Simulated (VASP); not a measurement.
Runs of VASP 6.6.1 on CdO. It takes space group Fm-3m (No. 225, cubic). The conventional cell has a = 4.722 Å, b = 4.722 Å, c = 4.722 Å, α = 90.00°, β = 90.00°, γ = 90.00°. Cd (site symmetry m-3m) has 6 O at 2.36 Å as nearest neighbours. O (site symmetry m-3m) has 6 Cd at 2.36 Å as nearest neighbours. The cell is a database's computed one.

| level | potentials or basis | k mesh | cutoff (eV) | mesh quality | gap on the mesh (eV) | pressure (GPa) | relaxed volume (Å³/atom) |
| --- | --- | --- | --- | --- | --- | --- | --- |
| PBEsol | VASP PAW PBE potentials, release 64 (Cd, O) | 16 × 16 × 16 | 580 | not flagged | none | 0.0 | 13.02 |
| PBEsol | VASP PAW PBE potentials, release 64 (Cd, O) | 6 × 6 × 6 | 600 | coarse | none | 0.0 | 13.02 |
| LDA | VASP PAW LDA potentials, release 64 (Cd, O) | 16 × 16 × 16 | 600 | not flagged | none | 0.0 | (a) |
| PBEsol | VASP PAW PBE potentials, release 64 (Cd, O_s) | 16 × 16 × 16 | 480 | not flagged | none | 0.0 | 13.03 |
| PBEsol | VASP PAW PBE potentials, release 64 (Cd, O) | 16 × 16 × 16 | 600 | not flagged | none | 0.0 | 13.02 |

Alike in all rows: task relaxation of cell and atoms; no spin polarisation; cell relaxed; smearing gaussian 0.1 eV.

**Question.** Fill in the values left out.

**Answer.** (a) 12.59.

Caveats: some runs use coarse meshes; this crystal is a semiconductor, whose small gap the functional closes, so the metal is an error of the method; the PAW data sets were made with another functional, which shifts forces and pressure a little (some runs).

A k mesh can miss the band edges, and the runs leave out spin-orbit coupling on Cd.

A gap of «none» marks a metal or a gap under the smearing width.

Runs at the PBE level aren't shown here.
